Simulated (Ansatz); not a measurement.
Crystal: Si2W.

```xyz
9
Lattice="4.6169 0.0000 0.0000 -2.3084 3.9983 0.0000 0.0000 0.0000 6.6532" Properties=species:S:1:pos:R:3 pbc="T T T"
W     2.3084    0.0000    3.3266
W     1.1542    1.9992    5.5444
W    -1.1542    1.9992    1.1089
Si    1.1332    0.6542    1.1089
Si    3.4837    0.6542    5.5444
Si    0.0000    1.3085    3.3266
Si    1.1753    3.3441    1.1089
Si   -1.1753    3.3441    5.5444
Si    2.3084    2.6899    3.3266
```

Measurements of this composition are mostly on another form, of space group No. 139.

| Property | Result |
| --- | --- |
| Program | Ansatz 0.2.0 |
| Task | relaxation of cell and atoms |
| Functional | PBEsol |
| Dispersion | D3(BJ)-ATM |
| Potentials or basis | Ansatz PAW |
| Cutoff | 420 eV (not typed: the program's choice for these potentials) |
| k mesh | 7 × 7 × 4 |
| Occupations | fermi-dirac, width 0.05 eV |
| Spin | no spin polarisation |

At the start: volume 13.65 Å³/atom.

Q: Where does the relaxation end?

A: It ends after 5 steps and the volume is 13.00 Å³/atom (-4.7 %); space group P6_222 (No. 180, to 0.05 Å).

The path:
```csv
step,energy change (eV),largest force (eV/Å),volume (Å³)
1,0.0000,0.0375,122.82
2,-0.1532,0.1539,114.29
3,-0.2069,0.0148,117.25
4,-0.2073,0.0099,117.00
5,-0.2059,0.0099,117.00
```

Final structure:
```
CELL_PARAMETERS angstrom
4.53871 0.00000 0.00000
-2.26935 3.93064 0.00000
0.00000 0.00000 6.55820
ATOMIC_POSITIONS crystal
W 0.50000 0.00000 0.50000
W 0.50000 0.50000 0.83333
W 0.00000 0.50000 0.16667
Si 0.32731 0.16365 0.16667
Si 0.83635 0.16365 0.83333
Si 0.16365 0.32731 0.50000
Si 0.67269 0.83635 0.16667
Si 0.16365 0.83635 0.83333
Si 0.83635 0.67269 0.50000
```

Caveat: the plane-wave basis is chosen anew once the cell has moved, so the energies of steps on either side of that aren't comparable; the PAW data sets come from PBE, with cores solved anew for the run's functional, which leaves a small shift of forces and pressure.
